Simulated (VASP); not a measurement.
A run of VASP 6.6.1 is set up as follows.

Contents of run.py:

```python
from ase.calculators.vasp import Vasp
from ase.dft.bandgap import bandgap
from ase.io import read

atoms = read('Cd.xyz')
calc = Vasp(
    directory='calc',
    xc='pbe',
    pp='PBE',
    setups={'base': 'minimal', 'Cd': '_GW'},
    prec='Accurate',
    encut=550,
    ediff=1e-06,
    ismear=0,
    sigma=0.05,
    lreal=False,
    lasph=True,
    nelm=100,
    algo='Fast',
    isif=2,
    lwave=False,
    lcharg=True,
    lelf=True,
    lvhar=True,
    kpts=[10, 10, 5],
    gamma=True,
)
atoms.calc = calc

print('energy (eV):', atoms.get_potential_energy())
print('free energy (eV):', atoms.get_potential_energy(force_consistent=True))
print('forces (eV/A):')
print(atoms.get_forces())
print('stress (eV/A^3, Voigt):', atoms.get_stress())
print('Fermi level (eV):', calc.get_fermi_level())
gap, top, bottom = bandgap(calc)
print('band gap (eV):', gap, 'from (spin, k, band)', top, 'to', bottom)
```

Cd.xyz

```xyz
2
Lattice="2.9788700000 0.0000000000 0.0000000000 -1.4894350000 2.5797770946 0.0000000000 0.0000000000 0.0000000000 5.6176500000" Properties=species:S:1:pos:R:3 pbc="T T T"
Cd     1.4894350001      0.8599256981      4.2132375000
Cd    -0.0000000001      1.7198513965      1.4044125000
```

Potentials or basis: VASP PAW PBE potentials, release 64 (Cd_GW).

Launch:

```bash
$ python run.py
```

Q: Estimate the pressure.

A: 2.7 GPa.

Q: Estimate the band gap on the k mesh.

A: None (metal or under the smearing width).

Stress tensor (GPa, compression positive):
```
3.33 0.00 0.00
0.00 3.33 0.00
0.00 0.00 1.55
```
